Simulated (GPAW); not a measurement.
# Co2 Os1 Co2 0001: parallel and opposed starts

Does Co2 Os1 Co2 0001 prefer parallel or opposed moments, or none?

Main program and level: GPAW 26.7.0; PBE; plane waves with GPAW's PAW setups, scalar-relativistic.

### Step 1. The starting structure

The cell holds 5 atoms: 4 Co and 1 Os. Cell: a = 2.734 Å, b = 2.734 Å, c = 19.307 Å, α = 90.0°, β = 90.0°, γ = 120.0°. ideal sites on the substrate's mesh, layer spacings from atomic volumes, unrelaxed, 12 A of vacuum. Vacuum lies along c.

### Step 2. Run 1 (ferro ++++)

The parallel start comes first: it fits the smallest cell, keeps the most symmetry and shows whether parallel moments form.

Contents of order1.py:

```python
import json
import numpy as np
from ase import Atoms
from ase.parallel import paropen, parprint
from gpaw import GPAW

atoms = Atoms(['Co', 'Co', 'Os', 'Co', 'Co'],
    cell=[[2.734, 0.0, 0.0],
         [-1.367, 2.367713, 0.0],
         [0.0, 0.0, 19.306905]],
    scaled_positions=[[0.0, 0.0, 0.31077],
         [0.333333, 0.666667, 0.399584],
         [0.0, 0.0, 0.5],
         [0.333333, 0.666667, 0.600416],
         [0.0, 0.0, 0.68923]],
    pbc=True,
    magmoms=[1.8, 1.8, 0.0, 1.8, 1.8])
atoms.calc = GPAW(mode={'name': 'pw', 'ecut': 450},
    xc='PBE',
    kpts={'size': (20, 20, 1), 'gamma': True},
    occupations={'name': 'fermi-dirac', 'width': 0.05},
    convergence={'density': 1e-05, 'energy': 1e-05},
    maxiter=200,
    mixer={'name': 'pulay', 'beta': 0.03, 'nmaxold': 8, 'weight': 100},
    symmetry={'tolerance': 1e-4},
    txt='order1.txt')
e = atoms.get_potential_energy(force_consistent=True)
res = {'free_energy': e, 'energy_sigma0': atoms.get_potential_energy(), 'fermi_energy': atoms.calc.get_fermi_level()}
res['moments'] = atoms.get_magnetic_moments().tolist()
res['total'] = atoms.get_magnetic_moment()
parprint('site moments (muB):', np.round(res['moments'], 3))
parprint(f"total moment: {res['total']:.3f} muB")
parprint(f'free energy: {e:.6f} eV')
atoms.calc.write('order1.gpw')
with paropen('results.json', 'w') as f:
    json.dump(res, f)
```

On the command line:

```bash
$ OMP_NUM_THREADS=1 mpirun -n 4 gpaw python order1.py > order1.log
```

Numbers of over 12 decimals in the logs are rounded to 6 here.

Log:

```text
site moments (muB): [ 1.875  1.37  -0.068  1.37   1.875]
total moment: 6.312 muB
free energy: -40.774553 eV

--- order1.txt ---
Input parameters:
  mode=PW(ecut=450),
  convergence={'density': 1e-05, 'energy': 1e-05},
  kpts=MonkhorstPack(size=(20, 20, 1), gamma=True),
  maxiter=200,
  mixer=Pulay(name='pulay', nmaxold=8, beta=0.03, weight=100, sigma=0.015, g_ss=None),
  occupations=Occupations(name='fermi-dirac', width=0.05),
  symmetry=Symmetry(tolerance=0.0001),
  xc=XC(name='PBE')

Diagonalizing LCAO Hamiltonian
Converting LCAO to pw mode

       Co

        Co

       Os
        Co

       Co

Atoms  # Å, Bohr magnetons
|   | symbol |         x |        y |         z |    initial magnetic moments |
|---|--------|-----------|----------|-----------|-----------------------------|
| 0 |     Co |  0.000000 | 0.000000 |  6.000007 | ( 0.0000,  0.0000,  1.8000) |
| 1 |     Co | -0.000001 | 1.578476 |  7.714730 | ( 0.0000,  0.0000,  1.8000) |
| 2 |     Os |  0.000000 | 0.000000 |  9.653453 | ( 0.0000,  0.0000,  0.0000) |
| 3 |     Co | -0.000001 | 1.578476 | 11.592175 | ( 0.0000,  0.0000,  1.8000) |
| 4 |     Co |  0.000000 | 0.000000 | 13.306898 | ( 0.0000,  0.0000,  1.8000) |

Unit cell  # Å
| periodic |         x |        y |         z |   lengths |     angles |
|----------|-----------|----------|-----------|-----------|------------|
|      yes |  2.734000 | 0.000000 |  0.000000 |  2.734000 |  90.000000 |
|      yes | -1.367000 | 2.367713 |  0.000000 |  2.734000 |  90.000000 |
|      yes |  0.000000 | 0.000000 | 19.306905 | 19.306905 | 120.000005 |

Number of symmetries: 12

BZ-sampling:
  Number of BZ points: 400
  Number of IBZ points: 44

  Monkhorst-Pack size: [20, 20, 1]
  Monkhorst-Pack shift: [0.025, 0.025, 0.0]

K-points  # in reciprocal-cell coordinates
|     |                                coordinates |     weight |
|-----|--------------------------------------------|------------|
|   0 | ( -0.00000000,  -0.00000000,   0.00000000) | 0.00250000 |
|   1 | (  0.05000000,  -0.00000000,   0.00000000) | 0.01500000 |
|   2 | (  0.10000000,  -0.05000000,   0.00000000) | 0.01500000 |
|   3 | (  0.10000000,  -0.00000000,   0.00000000) | 0.01500000 |
|   4 | (  0.15000000,  -0.05000000,   0.00000000) | 0.03000000 |
|   5 | (  0.15000000,  -0.00000000,   0.00000000) | 0.01500000 |
|   6 | (  0.20000000,  -0.10000000,   0.00000000) | 0.01500000 |
|   7 | (  0.20000000,  -0.05000000,   0.00000000) | 0.03000000 |
|   8 | (  0.20000000,  -0.00000000,   0.00000000) | 0.01500000 |
|   9 | (  0.25000000,  -0.10000000,   0.00000000) | 0.03000000 |
| ... |                                            |            |
|  43 | (  0.50000000,   0.50000000,   0.00000000) | 0.00750000 |

Plane wave coefficients: 2743
Cutoff: 450.000000 eV

Spin-components: 2 (collinear spins)
Bands:           39
Projectors:      30
Spin-degeneracy: 1
Datatype:        complex128

Parallelization:
  kpt:    4
  domain: 1
  band:   1

Density:
  Valence electrons: 50.0
  Components: 2
  Grid points: [14 14 96]
  Charge: 0.0  # |e|

Potential:
  Grid points: [14 14 96]

species:
  Co:
    name:    Cobalt
    Z:       27.0
    valence: 9
    core:    18
    charge:  0.0  # [|e|]
    compensation charges:
      type: gauss
      rc: 0.32  # [Å]
      lmax: 2
    cutoffs:
      filter: 1.87  # [Å]
      core: 2.55  # [Å]
    projectors
    | kind |    occ | energy [eV] | rcut [Å] |
    |------|--------|-------------|----------|
    |   4s |  2.000 |      -5.469 |    1.005 |
    |   4p |  0.000 |      -1.277 |    1.058 |
    |   3d |  7.000 |      -8.205 |    1.005 |
    |    s |        |      21.742 |    1.005 |
    |    p |        |      25.934 |    1.058 |
    |    d |        |      19.007 |    1.005 |

    Using partial waves for Co as LCAO basis

  Os:
    name:    Osmium
    Z:       76.0
    valence: 14
    core:    62
    charge:  0.0  # [|e|]
    compensation charges:
      type: gauss
      rc: 0.39  # [Å]
      lmax: 2
    cutoffs:
      filter: 2.36  # [Å]
      core: 2.55  # [Å]
    projectors
    | kind |    occ | energy [eV] | rcut [Å] |
    |------|--------|-------------|----------|
    |   6s |  2.000 |      -6.125 |    1.349 |
    |   5p |  6.000 |     -50.878 |    1.397 |
    |   6p |  0.000 |      -1.276 |    1.397 |
    |   5d |  6.000 |      -6.274 |    1.244 |
    |    s |        |      21.086 |    1.349 |
    |    d |        |      20.938 |    1.244 |

    Using partial waves for Os as LCAO basis

Reference energy: -620534.796661  # eV

eigensolver:
  PPCG
  Converge bands: occupied
  niter=2

density mixing:
  Pulay-Mixer
  Linear mixing parameters: 0.03
  Old densities: 8
  Fourier metric: weight=100, sigma=0.015

occupation numbers:
  Fermi-Dirac:
    width: 0.0500  # eV

poisson solver:
  ecut: 3600.000000  # eV

xc functional:
  name: PBE with 2 nearest neighbor stencil

convergence criteria:
- Maximum integral of absolute [dens]ity change: 1e-05 electrons / valence electron
- Maximum [total energy] change in last 3 cyles: 1e-05 eV / valence electron
- Maximum integral of absolute [eigenst]ate change: 4e-08 eV^2 / valence electron
maximum number of iterations: 200

SCF iterations
|iter     |      energy | eigst |  dens |  magmom |
|---------|-------------|-------|-------|---------|
|iter:   1|       0s |  -42.485287 | +0.37 |       |  +7.2096|
|iter:   2|       3s |  -41.769956 | -1.22 | -0.92 |  +7.1605|
|iter:   3|       7s |  -41.345418 | -2.06 | -1.01 |  +7.1252|
|iter:   4|      11s |  -41.000379 | -2.14 | -1.10 |  +7.0720|
|iter:   5|      15s |  -40.615067 | -1.31 | -1.17 |  +6.9111|
|iter:   6|      18s |  -40.616516 | -2.60 | -1.35 |  +6.9072|
|iter:   7|      22s |  -40.620444 | -3.41 | -1.35 |  +6.9204|
|iter:   8|      26s |  -40.697958 | -1.83 | -1.34 |  +6.6256|
|iter:   9|      29s |  -40.729472 | -2.40 | -1.58 |  +6.5877|
|iter:  10|      33s |  -40.693817 | -2.41 | -1.59 |  +6.5779|
[... 24 iterations left out ...]
|iter:  35|     116s |  -40.753363c| -7.53c| -4.20 |  +6.3136|
|iter:  36|     117s |  -40.753363c| -7.56c| -4.33 |  +6.3135|
|iter:  37|     119s |  -40.753362c| -7.52c| -4.45 |  +6.3132|
|iter:  38|     121s |  -40.753362c| -7.81c| -4.66 |  +6.3131|
|iter:  39|     123s |  -40.753362c| -8.23c| -4.82 |  +6.3130|
|iter:  40|     124s |  -40.753361c| -8.45c| -4.87 |  +6.3129|
|iter:  41|     126s |  -40.753361c| -8.67c| -4.91 |  +6.3128|
|iter:  42|     128s |  -40.753361c| -9.03c| -4.91 |  +6.3127|
|iter:  43|     130s |  -40.753360c| -8.06c| -4.95 |  +6.3124|
|iter:  44|     131s |  -40.753360c| -8.70c| -5.17c|  +6.3124|

Converged in 44 steps
Energy contributions relative to reference atoms: (reference = -620534.796661)

Energy contributions:
  Kinetic:          36.664184
  Coulomb:         -31.872409
  Zero:              0.782881
  External:          0.000000
  Xc:              -46.306824
  Entropy:          -0.042385
  Spinorbit:         0.000000
  ----------------------------
  Free energy:     -40.774553
  Extrapolated:    -40.753360

dipole moment: (-16.166447, -18.927950, -0.000021)  # |e|*Ang

Total magnetic moment: (0.000000, 0.000000, 6.312406)

Local magnetic moments
|        x |        y |         z |
|----------|----------|-----------|
| 0.000000 | 0.000000 |  1.874760 |  # Co   0
| 0.000000 | 0.000000 |  1.369712 |  # Co   1
| 0.000000 | 0.000000 | -0.067663 |  # Os   2
| 0.000000 | 0.000000 |  1.369712 |  # Co   3
| 0.000000 | 0.000000 |  1.874760 |  # Co   4

Fermi level: 3.206
Eigenvalues  # (at kpt = [-0.000, -0.000, 0.000])
| band index |      eig [eV] | occ [0-1] |      eig [eV] | occ [0-1] |
|------------|---------------|-----------|---------------|-----------|
|          0 |       -42.723 |     1.000 |       -42.775 |     1.000 |
|        ... |               |           |               |           |
|         19 |         0.959 |     1.000 |         2.172 |     1.000 |
|         20 |         1.237 |     1.000 |         2.903 |     0.998 |
|         21 |         1.268 |     1.000 |         2.903 |     0.998 |
|         22 |         1.268 |     1.000 |         2.939 |     0.995 |
|         23 |         1.344 |     1.000 |         3.006 |     0.982 |
|         24 |         1.676 |     1.000 |         3.365 |     0.040 |
|         25 |         1.676 |     1.000 |         3.365 |     0.040 |
|         26 |         2.224 |     1.000 |         3.812 |     0.000 |
|         27 |         2.224 |     1.000 |         3.887 |     0.000 |
|         28 |         2.621 |     1.000 |         3.887 |     0.000 |
|         29 |         2.621 |     1.000 |         4.073 |     0.000 |
|         30 |         3.580 |     0.001 |         4.073 |     0.000 |
|         31 |         4.244 |     0.000 |         4.612 |     0.000 |
|         32 |         4.244 |     0.000 |         4.612 |     0.000 |
|         33 |         4.650 |     0.000 |         4.798 |     0.000 |
|         34 |         7.341 |     0.000 |         7.348 |     0.000 |
|        ... |               |           |               |           |
|         38 |        13.943 |     0.000 |        14.244 |     0.000 |

No gap
No difference between direct/indirect transitions
```

Elapsed: 2.3 min, on 4 MPI ranks of Arm Neoverse V1, shared host; peak memory 0.93 GiB.

Spin moment in the augmentation sphere by atom:

| atom | spin moment in the augmentation sphere (μB) |
| --- | --- |
| Co1 | 1.87 |
| Co2 | 1.37 |
| Os3 | -0.07 |
| Co4 | 1.37 |
| Co5 | 1.87 |

Read from the output:

| Quantity | Value |
| --- | --- |
| magnetization | 6.312 μB |
| final state | ferromagnetic |

After 44 cycles the largest moment stands at 1.87 μB.

### Step 3. Order 2, typed as antiferro ++--

An opposed order shows whether the pairs that it reverses prefer unlike signs.

order2.py is the script of step 2 with these lines changed:

```diff
@@ -16,3 +16,3 @@
     pbc=True,
-    magmoms=[1.8, 1.8, 0.0, 1.8, 1.8])
+    magmoms=[1.8, 1.8, 0.0, -1.8, -1.8])
 atoms.calc = GPAW(mode={'name': 'pw', 'ecut': 450},
@@ -25,3 +25,3 @@
     symmetry={'tolerance': 1e-4},
-    txt='order1.txt')
+    txt='order2.txt')
 e = atoms.get_potential_energy(force_consistent=True)
@@ -33,3 +33,3 @@
 parprint(f'free energy: {e:.6f} eV')
-atoms.calc.write('order1.gpw')
+atoms.calc.write('order2.gpw')
 with paropen('results.json', 'w') as f:
```

On the command line:

```bash
$ OMP_NUM_THREADS=1 mpirun -n 4 gpaw python order2.py > order2.log
```

Log:

```text
site moments (muB): [ 1.84   1.403  0.    -1.403 -1.84 ]
total moment: 0.000 muB
free energy: -40.803885 eV

--- order2.txt ---
Input parameters:
  mode=PW(ecut=450),
  convergence={'density': 1e-05, 'energy': 1e-05},
  kpts=MonkhorstPack(size=(20, 20, 1), gamma=True),
  maxiter=200,
  mixer=Pulay(name='pulay', nmaxold=8, beta=0.03, weight=100, sigma=0.015, g_ss=None),
  occupations=Occupations(name='fermi-dirac', width=0.05),
  symmetry=Symmetry(tolerance=0.0001),
  xc=XC(name='PBE')

Diagonalizing LCAO Hamiltonian
Converting LCAO to pw mode

       Co

        Co

       Os
        Co

       Co

Atoms  # Å, Bohr magnetons
|   | symbol |         x |        y |         z |    initial magnetic moments |
|---|--------|-----------|----------|-----------|-----------------------------|
| 0 |     Co |  0.000000 | 0.000000 |  6.000007 | ( 0.0000,  0.0000,  1.8000) |
| 1 |     Co | -0.000001 | 1.578476 |  7.714730 | ( 0.0000,  0.0000,  1.8000) |
| 2 |     Os |  0.000000 | 0.000000 |  9.653453 | ( 0.0000,  0.0000,  0.0000) |
| 3 |     Co | -0.000001 | 1.578476 | 11.592175 | ( 0.0000,  0.0000, -1.8000) |
| 4 |     Co |  0.000000 | 0.000000 | 13.306898 | ( 0.0000,  0.0000, -1.8000) |

Unit cell  # Å
| periodic |         x |        y |         z |   lengths |     angles |
|----------|-----------|----------|-----------|-----------|------------|
|      yes |  2.734000 | 0.000000 |  0.000000 |  2.734000 |  90.000000 |
|      yes | -1.367000 | 2.367713 |  0.000000 |  2.734000 |  90.000000 |
|      yes |  0.000000 | 0.000000 | 19.306905 | 19.306905 | 120.000005 |

Number of symmetries: 6

BZ-sampling:
  Number of BZ points: 400
  Number of IBZ points: 44

  Monkhorst-Pack size: [20, 20, 1]
  Monkhorst-Pack shift: [0.025, 0.025, 0.0]

Plane wave coefficients: 2743
Cutoff: 450.000000 eV

Spin-components: 2 (collinear spins)
Bands:           34
Projectors:      30
Spin-degeneracy: 1
Datatype:        complex128

Parallelization:
  kpt:    4
  domain: 1
  band:   1

Density:
  Valence electrons: 50.0
  Components: 2
  Grid points: [14 14 96]
  Charge: 0.0  # |e|

Potential:
  Grid points: [14 14 96]

[... setups left out ...]
Reference energy: -620534.796661  # eV

eigensolver:
  PPCG
  Converge bands: occupied
  niter=2

density mixing:
  Pulay-Mixer
  Linear mixing parameters: 0.03
  Old densities: 8
  Fourier metric: weight=100, sigma=0.015

occupation numbers:
  Fermi-Dirac:
    width: 0.0500  # eV

poisson solver:
  ecut: 3600.000000  # eV

xc functional:
  name: PBE with 2 nearest neighbor stencil

convergence criteria:
- Maximum integral of absolute [dens]ity change: 1e-05 electrons / valence electron
- Maximum [total energy] change in last 3 cyles: 1e-05 eV / valence electron
- Maximum integral of absolute [eigenst]ate change: 4e-08 eV^2 / valence electron
maximum number of iterations: 200

SCF iterations
|iter     |      energy | eigst |  dens |  magmom |
|---------|-------------|-------|-------|---------|
|iter:   1|       0s |  -42.573702 | +0.40 |       |  -0.0000|
|iter:   2|       3s |  -41.813626 | -1.12 | -0.92 |  +0.0000|
|iter:   3|       6s |  -41.365117 | -1.87 | -1.01 |  -0.0000|
|iter:   4|       9s |  -41.015147 | -1.94 | -1.11 |  +0.0000|
|iter:   5|      12s |  -40.642794 | -1.18 | -1.18 |  -0.0000|
|iter:   6|      16s |  -40.648973 | -2.53 | -1.36 |  -0.0000|
|iter:   7|      19s |  -40.647524 | -3.33 | -1.35 |  -0.0000|
|iter:   8|      22s |  -40.725365 | -1.76 | -1.37 |  +0.0000|
|iter:   9|      25s |  -40.730563 | -2.76 | -1.60 |  -0.0001|
|iter:  10|      29s |  -40.688679 | -2.60 | -1.63 |  +0.0003|
[... 32 iterations left out ...]
|iter:  43|     126s |  -40.780759c| -7.97c| -4.32 |  +0.0000|
|iter:  44|     127s |  -40.780760c| -7.91c| -4.37 |  +0.0000|
|iter:  45|     130s |  -40.780760c| -7.56c| -4.47 |  +0.0000|
|iter:  46|     132s |  -40.780760c| -8.72c| -4.81 |  +0.0000|
|iter:  47|     133s |  -40.780760c| -9.14c| -4.85 |  +0.0000|
|iter:  48|     135s |  -40.780760c| -8.54c| -4.85 |  +0.0000|
|iter:  49|     136s |  -40.780760c| -9.22c| -4.88 |  +0.0000|
|iter:  50|     138s |  -40.780760c| -9.51c| -4.89 |  +0.0000|
|iter:  51|     140s |  -40.780760c| -8.74c| -4.91 |  +0.0000|
|iter:  52|     141s |  -40.780761c| -8.98c| -5.08c|  +0.0000|

Converged in 52 steps
Energy contributions relative to reference atoms: (reference = -620534.796661)

Energy contributions:
  Kinetic:          37.385212
  Coulomb:         -32.435769
  Zero:              0.781269
  External:          0.000000
  Xc:              -46.488348
  Entropy:          -0.046249
  Spinorbit:         0.000000
  ----------------------------
  Free energy:     -40.803885
  Extrapolated:    -40.780761

dipole moment: (-16.157275, -18.926741, -0.000021)  # |e|*Ang

Total magnetic moment: (0.000000, 0.000000, 0.000001)

Local magnetic moments
|        x |        y |         z |
|----------|----------|-----------|
| 0.000000 | 0.000000 |  1.839888 |  # Co   0
| 0.000000 | 0.000000 |  1.402859 |  # Co   1
| 0.000000 | 0.000000 |  0.000000 |  # Os   2
| 0.000000 | 0.000000 | -1.402859 |  # Co   3
| 0.000000 | 0.000000 | -1.839888 |  # Co   4

Fermi level: 3.207
Eigenvalues  # (at kpt = [-0.000, -0.000, 0.000])
| band index |      eig [eV] | occ [0-1] |      eig [eV] | occ [0-1] |
|------------|---------------|-----------|---------------|-----------|
|          0 |       -42.715 |     1.000 |       -42.715 |     1.000 |
|        ... |               |           |               |           |
|         20 |         2.013 |     1.000 |         2.013 |     1.000 |
|         21 |         2.013 |     1.000 |         2.013 |     1.000 |
|         22 |         2.030 |     1.000 |         2.030 |     1.000 |
|         23 |         2.455 |     1.000 |         2.455 |     1.000 |
|         24 |         2.455 |     1.000 |         2.455 |     1.000 |
|         25 |         3.012 |     0.980 |         3.012 |     0.980 |
|         26 |         3.151 |     0.754 |         3.151 |     0.755 |
|         27 |         3.151 |     0.754 |         3.151 |     0.754 |
|         28 |         3.706 |     0.000 |         3.706 |     0.000 |
|         29 |         3.993 |     0.000 |         3.993 |     0.000 |
|         30 |         3.993 |     0.000 |         3.993 |     0.000 |
|         31 |         4.503 |     0.000 |         4.503 |     0.000 |
|         32 |         4.503 |     0.000 |         4.503 |     0.000 |
|         33 |         4.741 |     0.000 |         4.741 |     0.000 |

No gap
No difference between direct/indirect transitions
```

Run time: 2.5 min. Hardware: 4 MPI ranks; peak memory 0.91 GiB.

Spin moment in the augmentation sphere by atom:

| atom | spin moment in the augmentation sphere (μB) |
| --- | --- |
| Co1 | 1.84 |
| Co2 | 1.40 |
| Os3 | 0.00 |
| Co4 | -1.40 |
| Co5 | -1.84 |

Numbers from this step:

```yaml
magnetization: 0 μB
final_state: antiferromagnetic
```

It lies 7.33 meV a seeded atom under the first start, and its largest moment is 1.84 μB against 1.87 μB.

### Step 4. Energies of the orders

These are free energies at a smearing of 0.05 eV, so its entropy term is in the differences. They are divided by the number of seeded atoms, so that cells of unlike size compare.

Orders:

| start | final state | typed order kept | energy over the lowest (meV a seeded atom) | largest site moment (μB) | net moment (μB a primitive cell) | mesh matched | CPU time (s) |
| --- | --- | --- | --- | --- | --- | --- | --- |
| ferro ++++ | ferromagnetic | yes | 7.333 | 1.875 | 6.312 | yes | 559.6 |
| antiferro ++-- | antiferromagnetic | yes | 0 | 1.84 | 0 | yes | 598.7 |

### Step 5. Results

* lowest state found: antiferromagnetic (typed antiferro ++--)
* largest site moment: 1.84 μB
* next state: ferromagnetic, 7.33 meV a seeded atom higher

In words: The lowest state found is antiferromagnetic, reached from the start antiferro ++--, with moments up to 1.84 μB. The next state costs 7.3 meV a seeded atom. Only 2 starts are shown; other collinear patterns, canted and longer-period orders are not.

[Logs and program files are shortened in this print: banners, set-up blocks, solver, clock and traceback lines can be left out without a mark of their own.]

[Logs are printed without paths, hosts, clocks, repeated set-up lines and the standing remarks that a program may print on its own settings, such as how far it seeks lower states.]

[Hosts, paths, dates, database ids (printed as entryN), source tags and the programs' standing remarks are cut or masked in the printed files.]

[Where a cell is said to come from a database of computed structures, the database is the Materials Project.]
